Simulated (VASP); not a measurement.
# Core-hole spectrum of BP, part 4 of 5

Aim: an X-ray absorption edge of BP by the supercell core-hole method. The cell has space group F-43m. The start is a cell from a database of measured crystal structures.

VASP 6.6.1, plane waves and PAW; the level of theory is named at each step.

So far. Step 3 (K edge, Wyckoff site P c, full hole): The smoothed xx curve reaches a tenth of its top at about 2092 eV.

### Step 4. K edge, Wyckoff site P c, no hole

This step: supercell core-hole method, LDA, no hole; plane waves and PAW (P, P, B) (VASP 6.6.1).

With CLZ = 0 the final states feel no hole, which shows what the hole does. NBANDS covers the range above the edge.

Contents of INCAR:

```
SYSTEM = BP
PREC = Accurate
ENCUT = 400
EDIFF = 1E-06
NELM = 100
ISMEAR = 0
SIGMA = 0.05
LREAL = Auto
ALGO = Normal
GGA = CA
LWAVE = .FALSE.
LCHARG = .FALSE.
ICORELEVEL = 2
CLNT = 1
CLN = 1
CLL = 0
CLZ = 0
CH_LSPEC = .TRUE.
CH_NEDOS = 1500
CH_SIGMA = 1
NBANDS = 472
```

Contents of POSCAR:

```
BP
1.0
    0.0000000000      6.8070000000      6.8070000000
    6.8070000000      0.0000000000      6.8070000000
    6.8070000000      6.8070000000      0.0000000000
P P B
1 26 27
Direct
    0.2500000000      0.2500000000      0.2500000000
    0.2500000000      0.2500000000      0.5833333333
    0.2500000000      0.2500000000      0.9166666667
    0.2500000000      0.5833333333      0.2500000000
    0.2500000000      0.5833333333      0.5833333333
    0.2500000000      0.5833333333      0.9166666667
    0.2500000000      0.9166666667      0.2500000000
    0.2500000000      0.9166666667      0.5833333333
    0.2500000000      0.9166666667      0.9166666667
    0.5833333333      0.2500000000      0.2500000000
    0.5833333333      0.2500000000      0.5833333333
    0.5833333333      0.2500000000      0.9166666667
    0.5833333333      0.5833333333      0.2500000000
    0.5833333333      0.5833333333      0.5833333333
    0.5833333333      0.5833333333      0.9166666667
    0.5833333333      0.9166666667      0.2500000000
    0.5833333333      0.9166666667      0.5833333333
    0.5833333333      0.9166666667      0.9166666667
    0.9166666667      0.2500000000      0.2500000000
    0.9166666667      0.2500000000      0.5833333333
    0.9166666667      0.2500000000      0.9166666667
    0.9166666667      0.5833333333      0.2500000000
    0.9166666667      0.5833333333      0.5833333333
    0.9166666667      0.5833333333      0.9166666667
    0.9166666667      0.9166666667      0.2500000000
    0.9166666667      0.9166666667      0.5833333333
    0.9166666667      0.9166666667      0.9166666667
    0.0000000000      0.0000000000      0.0000000000
    0.0000000000      0.0000000000      0.3333333333
    0.0000000000      0.0000000000      0.6666666667
    0.0000000000      0.3333333333      0.0000000000
    0.0000000000      0.3333333333      0.3333333333
    0.0000000000      0.3333333333      0.6666666667
    0.0000000000      0.6666666667      0.0000000000
    0.0000000000      0.6666666667      0.3333333333
    0.0000000000      0.6666666667      0.6666666667
    0.3333333333      0.0000000000      0.0000000000
    0.3333333333      0.0000000000      0.3333333333
    0.3333333333      0.0000000000      0.6666666667
    0.3333333333      0.3333333333      0.0000000000
    0.3333333333      0.3333333333      0.3333333333
    0.3333333333      0.3333333333      0.6666666667
    0.3333333333      0.6666666667      0.0000000000
    0.3333333333      0.6666666667      0.3333333333
    0.3333333333      0.6666666667      0.6666666667
    0.6666666667      0.0000000000      0.0000000000
    0.6666666667      0.0000000000      0.3333333333
    0.6666666667      0.0000000000      0.6666666667
    0.6666666667      0.3333333333      0.0000000000
    0.6666666667      0.3333333333      0.3333333333
    0.6666666667      0.3333333333      0.6666666667
    0.6666666667      0.6666666667      0.0000000000
    0.6666666667      0.6666666667      0.3333333333
    0.6666666667      0.6666666667      0.6666666667
```

Contents of KPOINTS:

```
Automatic mesh
0
Gamma
3 3 3
0 0 0
```

Potentials, in the order of the species: P, P and B (PBE family, release 64).

The run is started by

```bash
$ mpirun -np 8 vasp_std
```

The log of the run:

```text
[... set-up lines as in an earlier step ...]
 entering main loop
       N       E                     dE             d eps       ncg     rms          rms(c)
DAV:   1     0.467719145122E+03    0.46772E+03   -0.62719E+04  3776   0.331E+02
DAV:   2    -0.370253206171E+03   -0.83797E+03   -0.78405E+03  4544   0.102E+02
DAV:   3    -0.405748288849E+03   -0.35495E+02   -0.34845E+02  4472   0.182E+01
DAV:   4    -0.405934915928E+03   -0.18663E+00   -0.18655E+00  4528   0.130E+00
DAV:   5    -0.405935495307E+03   -0.57938E-03   -0.57936E-03  4472   0.822E-02    0.320E+01
DAV:   6    -0.388191320963E+03    0.17744E+02   -0.34941E+00  4344   0.324E+00    0.161E+01
DAV:   7    -0.385204459543E+03    0.29869E+01   -0.29626E+00  4504   0.175E+00    0.543E+00
DAV:   8    -0.384962878373E+03    0.24158E+00   -0.23421E-01  4304   0.587E-01    0.908E-01
DAV:   9    -0.384964107865E+03   -0.12295E-02   -0.24812E-02  4296   0.149E-01    0.548E-01
DAV:  10    -0.384963071596E+03    0.10363E-02   -0.17980E-03  4232   0.419E-02    0.200E-01
DAV:  11    -0.384962929204E+03    0.14239E-03   -0.19042E-04  4400   0.130E-02    0.291E-02
DAV:  12    -0.384962934282E+03   -0.50782E-05   -0.13325E-05  4344   0.326E-03    0.108E-02
DAV:  13    -0.384962934153E+03    0.12925E-06   -0.28895E-07  2664   0.554E-04
   1 F= -.38496293E+03 E0= -.38496293E+03  d E =-.251181E-20
 Starting Core_Hole_Spec
 Ending Core_Hole_Spec
```

The job ended after 4.7 min (8 MPI ranks of AMD EPYC 7R43, shared host; peak memory 1.6 GiB).

Parts of OUTCAR (step 4):

```text
The static configuration has the point symmetry T_d .

 Found      4 irreducible k-points:

   NELECT =     216.0000    total number of electrons

 the core state eigenenergies are
   1-  1s  -2070.5117  2s   -160.8390  2p   -111.2954
   2-  1s  -2070.5117  2s   -160.8390  2p   -111.2954
   3-  1s  -2070.5117  2s   -160.8390  2p   -111.2954
   4-  1s  -2070.5117  2s   -160.8390  2p   -111.2954
   5-  1s  -2070.5117  2s   -160.8390  2p   -111.2954
   6-  1s  -2070.5117  2s   -160.8390  2p   -111.2954
   7-  1s  -2070.5117  2s   -160.8390  2p   -111.2954
   8-  1s  -2070.5117  2s   -160.8390  2p   -111.2954
   9-  1s  -2070.5117  2s   -160.8390  2p   -111.2954
  10-  1s  -2070.5117  2s   -160.8390  2p   -111.2954
  11-  1s  -2070.5117  2s   -160.8390  2p   -111.2954
  12-  1s  -2070.5117  2s   -160.8390  2p   -111.2954
  13-  1s  -2070.5117  2s   -160.8390  2p   -111.2954
  14-  1s  -2070.5117  2s   -160.8390  2p   -111.2954
  15-  1s  -2070.5117  2s   -160.8390  2p   -111.2954
  16-  1s  -2070.5117  2s   -160.8390  2p   -111.2954
  17-  1s  -2070.5117  2s   -160.8390  2p   -111.2954
  18-  1s  -2070.5117  2s   -160.8390  2p   -111.2954
  19-  1s  -2070.5117  2s   -160.8390  2p   -111.2954
  20-  1s  -2070.5117  2s   -160.8390  2p   -111.2954
  21-  1s  -2070.5117  2s   -160.8390  2p   -111.2954
  22-  1s  -2070.5117  2s   -160.8390  2p   -111.2954
  23-  1s  -2070.5117  2s   -160.8390  2p   -111.2954
  24-  1s  -2070.5117  2s   -160.8390  2p   -111.2954
  25-  1s  -2070.5117  2s   -160.8390  2p   -111.2954
  26-  1s  -2070.5117  2s   -160.8390  2p   -111.2954
  27-  1s  -2070.5117  2s   -160.8390  2p   -111.2954
  28-  1s   -165.5281
  29-  1s   -165.5280
  30-  1s   -165.5280
  31-  1s   -165.5280
  32-  1s   -165.5280
  33-  1s   -165.5280
  34-  1s   -165.5280
  35-  1s   -165.5280
  36-  1s   -165.5280
  37-  1s   -165.5280
  38-  1s   -165.5280
  39-  1s   -165.5280
[...]
53-  1s   -165.5280
  54-  1s   -165.5280

 E-fermi :   7.5814

 k-point     1 :       0.0000    0.0000    0.0000
  band No.  band energies     occupation
    ...
    104       5.7877      2.00000
    105       5.7877      2.00000
    106       7.2586      2.00000
    107       7.2586      2.00000
    108       7.2586      2.00000
    109       8.5963      0.00000
    110       8.5963      0.00000
    111       8.5963      0.00000
    112       8.5963      0.00000
    113       8.5963      0.00000
    ...

 k-point     2 :       0.3333    0.0000    0.0000
  band No.  band energies     occupation
    ...
    104       5.7214      2.00000
    105       6.2815      2.00000
    106       6.2815      2.00000
    107       6.9047      2.00000
    108       6.9047      2.00000
    109       8.9614      0.00000
    110       8.9614      0.00000
    111       8.9614      0.00000
    112       9.2899      0.00000
    113       9.2899      0.00000
    ...

  Total      -17.0931598    -17.0931598    -17.0931598      0.0000000      0.0000000     -0.0000000
  in kB      -43.4145884    -43.4145884    -43.4145884      0.0000000      0.0000000     -0.0000000
  external PRESSURE =     -43.4145884 kB  Pullay stress =       0.0000000 kB

 POSITION                                       TOTAL-FORCE (eV/Angst)
 -----------------------------------------------------------------------------------
      3.40350      3.40350      3.40350        -0.000000     -0.000000     -0.000000
      5.67250      5.67250      3.40350        -0.000238     -0.000238      0.000043
      7.94150      7.94150      3.40350         0.000238      0.000238      0.000043
      5.67250      3.40350      5.67250        -0.000238      0.000043     -0.000238
      7.94150      5.67250      5.67250         0.000523     -0.000523     -0.000523
     10.21050      7.94150      5.67250        -0.000043      0.000238     -0.000238
      7.94150      3.40350      7.94150         0.000238      0.000043      0.000238
     10.21050      5.67250      7.94150        -0.000043     -0.000238      0.000238
     12.47950      7.94150      7.94150        -0.000581      0.000581      0.000581
      3.40350      5.67250      5.67250         0.000043     -0.000238     -0.000238
      5.67250      7.94150      5.67250        -0.000523      0.000523     -0.000523
      7.94150     10.21050      5.67250         0.000238     -0.000043     -0.000238
      5.67250      5.67250      7.94150        -0.000523     -0.000523      0.000523
      7.94150      7.94150      7.94150         0.000523      0.000523      0.000523
     10.21050     10.21050      7.94150        -0.000000     -0.000000      0.000620
      7.94150      5.67250     10.21050         0.000238     -0.000238     -0.000043
     10.21050      7.94150     10.21050        -0.000000      0.000620     -0.000000
     12.47950     10.21050     10.21050        -0.000620     -0.000000     -0.000000
      3.40350      7.94150      7.94150         0.000043      0.000238      0.000238
      5.67250     10.21050      7.94150        -0.000238     -0.000043      0.000238
      7.94150     12.47950      7.94150         0.000581     -0.000581      0.000581
      5.67250      7.94150     10.21050        -0.000238      0.000238     -0.000043
      7.94150     10.21050     10.21050         0.000620     -0.000000     -0.000000
     10.21050     12.47950     10.21050        -0.000000     -0.000620     -0.000000
      7.94150      7.94150     12.47950         0.000581      0.000581     -0.000581
     10.21050     10.21050     12.47950        -0.000000     -0.000000     -0.000620
     12.47950     12.47950     12.47950        -0.000581     -0.000581     -0.000581
      0.00000      0.00000      0.00000        -0.000000     -0.000000     -0.000000
      2.26900      2.26900      0.00000         0.000139      0.000139     -0.000079
      4.53800      4.53800      0.00000        -0.000139     -0.000139     -0.000079
      2.26900      0.00000      2.26900         0.000139     -0.000079      0.000139
      4.53800      2.26900      2.26900        -0.000402      0.000402      0.000402
      6.80700      4.53800      2.26900         0.000079     -0.000139      0.000139
      4.53800      0.00000      4.53800        -0.000139     -0.000079     -0.000139
      6.80700      2.26900      4.53800         0.000079      0.000139     -0.000139
      9.07600      4.53800      4.53800         0.000250     -0.000250     -0.000250
      0.00000      2.26900      2.26900        -0.000079      0.000139      0.000139
      2.26900      4.53800      2.26900         0.000402     -0.000402      0.000402
[...]
-----------------------------------------------------------------------------------
    total drift:                                0.000000      0.000000      0.000000

  FREE ENERGIE OF THE ION-ELECTRON SYSTEM (eV)
  ---------------------------------------------------
  free  energy   TOTEN  =      -384.9629341529 eV

  energy  without entropy=     -384.9629341529  energy(sigma->0) =     -384.96293415

[... 8 parts as in an earlier step ...]

[... 2 further parts left out ...]
```

This step gave:

```
free energy (TOTEN) : -384.9629 eV
Fermi energy        : 7.581 eV
pressure            : -4.341 GPa
```

Smoothed further by a Gaussian, to a width of roughly 2 to 2.4 eV in all; heights scale with one over the cell volume; the energy axis is the program's own, and the fall at its high end is where NBANDS ends. Imaginary dielectric function times 10^5, xx against photon energy; read off at these points:

photon energy (eV), imaginary dielectric function times 10^5, xx and a bar:
```
     2089      0.000 
     2090      0.000 
     2091      0.001 
     2092      0.010 #
     2093      0.037 ##
     2094      0.094 ######
     2095      0.174 ###########
     2096      0.267 #################
     2097      0.317 ####################
     2098      0.305 ###################
     2099      0.289 ##################
     2100      0.279 ##################
     2101      0.274 #################
     2102      0.229 ##############
     2103      0.185 ############
     2104      0.167 ##########
     2105      0.161 ##########
     2106      0.160 ##########
     2107      0.203 #############
     2108      0.354 ######################
     2109      0.476 ##############################
     2110      0.379 ########################
     2111      0.244 ###############
     2112      0.190 ############
     2113      0.168 ###########
     2114      0.174 ###########
     2115      0.171 ###########
     2116      0.158 ##########
     2117      0.147 #########
     2118      0.136 #########
     2119      0.131 ########
     2120      0.114 #######
     2121      0.069 ####
     2122      0.023 #
     2123      0.004 
     2124      0.000 
     2125      0.000
```

The smoothed xx curve reaches a tenth of its top at about 2093 eV.

### Step 5. K edge, one more run

This step: supercell core-hole method, LDA; plane waves and PAW (P, P, B) (VASP 6.6.1).

A run with a slip in its input follows, to show how it looks in the output.

Edit INCAR of step 4 so:

```diff
@@ -4,3 +4,3 @@
 EDIFF = 1E-06
-NELM = 100
+NELM = 60
 ISMEAR = 0
@@ -16,6 +16,6 @@
 CLL = 0
-CLZ = 0
+CLZ = 1
 CH_LSPEC = .TRUE.
 CH_NEDOS = 1500
-CH_SIGMA = 1
+CH_SIGMA = 3
 NBANDS = 472
```

POSCAR is that of step 4.

KPOINTS is that of step 4.

The run is started by

```bash
$ mpirun -np 8 vasp_std
```

The log of the run:

```text
[... set-up lines as in an earlier step ...]
 entering main loop
       N       E                     dE             d eps       ncg     rms          rms(c)
DAV:   1     0.514600735812E+03    0.51460E+03   -0.63047E+04  3776   0.332E+02
DAV:   2    -0.337786259395E+03   -0.85239E+03   -0.79691E+03  4536   0.103E+02
DAV:   3    -0.375169995763E+03   -0.37384E+02   -0.36700E+02  4448   0.187E+01
DAV:   4    -0.375385091215E+03   -0.21510E+00   -0.21501E+00  4512   0.140E+00
DAV:   5    -0.375385959000E+03   -0.86778E-03   -0.86776E-03  4472   0.935E-02    0.165E+02
DAV:   6    -0.353248819568E+03    0.22137E+02   -0.54575E+00  4336   0.402E+00    0.257E+01
DAV:   7    -0.350488703697E+03    0.27601E+01   -0.49392E+00  4384   0.186E+00    0.108E+01
DAV:   8    -0.349828589205E+03    0.66011E+00   -0.42869E-01  4344   0.748E-01    0.747E+00
DAV:   9    -0.349833132445E+03   -0.45432E-02   -0.70126E-02  4496   0.227E-01    0.322E+00
DAV:  10    -0.349830454724E+03    0.26777E-02   -0.21130E-03  4368   0.683E-02    0.985E-01
DAV:  11    -0.349829883470E+03    0.57125E-03   -0.19324E-03  4200   0.382E-02    0.843E-01
DAV:  12    -0.349829908649E+03   -0.25179E-04   -0.91132E-05  4456   0.855E-03    0.238E-01
DAV:  13    -0.349829896766E+03    0.11883E-04   -0.77493E-06  4240   0.270E-03    0.149E-01
DAV:  14    -0.349829896463E+03    0.30357E-06   -0.28010E-06  4448   0.159E-03
   1 F= -.34982990E+03 E0= -.34982647E+03  d E =-.685375E-02
 Starting Core_Hole_Spec
 Ending Core_Hole_Spec
```

It took 5.1 min on 8 MPI ranks; peak memory 1.6 GiB; 41 min of CPU time.

[end of part 4 of 5]

[Lines on the potential files, build, host, timing and source positions are cut from VASP's logs without a mark.]

[Logs are printed without paths, hosts, clocks, repeated set-up lines and the standing remarks that a program may print on its own settings, such as how far it seeks lower states.]

[Hosts, paths, dates, database ids (printed as entryN), source tags and the programs' standing remarks are cut or masked in the printed files.]
